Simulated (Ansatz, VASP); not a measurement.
W in VASP and in Ansatz

File POSCAR:

```
W
1.0
   -1.5848038465      1.5848038465      1.5848038465
    1.5848038465     -1.5848038465      1.5848038465
    1.5848038465      1.5848038465     -1.5848038465
W
1
Direct
    0.0000000000      0.0000000000      0.0000000000
```

Contents of INCAR.step1:

```
SYSTEM = W
ALGO = Normal
EDIFF = 1E-4
ENCUT = 520
GGA = PE
ISMEAR = -1
LASPH = .True.
LCHARG = .False.
LREAL = .False.
LWAVE = .True.
NBANDS = 13
NELM = 80
PREC = Accurate
SIGMA = 0.1
```

File INCAR.step2:

```
SYSTEM = W
ALGO = Normal
EDIFF = 1E-6
ENCUT = 520
ISIF = 2
ISMEAR = -1
ISTART = 1
LASPH = .True.
LCHARG = .True.
LELF = .True.
LMIXTAU = .True.
LREAL = .False.
LVHAR = .True.
LWAVE = .False.
METAGGA = R2SCAN
NBANDS = 13
NELM = 80
PREC = Accurate
SIGMA = 0.1
```

Contents of KPOINTS:

```
k-points
0
Gamma
  2 2 2
  0 0 0
```

Input for Ansatz:

```yaml
crystal:
  lattice:
    - [-1.5848038465, 1.5848038465, 1.5848038465]
    - [1.5848038465, -1.5848038465, 1.5848038465]
    - [1.5848038465, 1.5848038465, -1.5848038465]
  atoms:
    - { symbol: W, position: [0.0, 0.0, 0.0] }
hamiltonian:
  xc: r2scan
  pseudopotentials:
    kind: paw
    azcp:
      W: "pseudopotentials/W.paw.azcp"
basis:
  ecutwfc: 500
  fft_grid_basis: typed
kpoints:
  mp_grid: { grid: [2, 2, 2], shift: [0, 0, 0] }
magnetization:
  spin_polarized: false
scf:
  occupations: { method: fermi_dirac, width: 0.1 }
  lower_state_search: "off"
output:
  stress: true
```

Alike in both runs: task single point; functional r2SCAN; k mesh 2 × 2 × 2; occupations fermi-dirac, width 0.1 eV; no spin polarisation.

```csv
,VASP,Ansatz
version,VASP 6.6.1,Ansatz 0.2.0
potentials or method,"VASP PAW PBE potentials, release 64 (W_sv)","plane waves (500 eV) with PAW, scalar-relativistic"
plane-wave cutoff (eV),520,500
valence electrons in the cell,14,14
```

Ansatz gave:

- pressure (GPa): 12.3

Task: Which values does VASP return?

Result: Pressure (GPa): 13.6.

Caveats: the k mesh is coarse (spacing up to 1.40 Å⁻¹), so the values aren't converged; the PAW data sets were made with another functional, which shifts forces and pressure a little (VASP). The runs have no spin-orbit coupling, so splittings on W are missing.
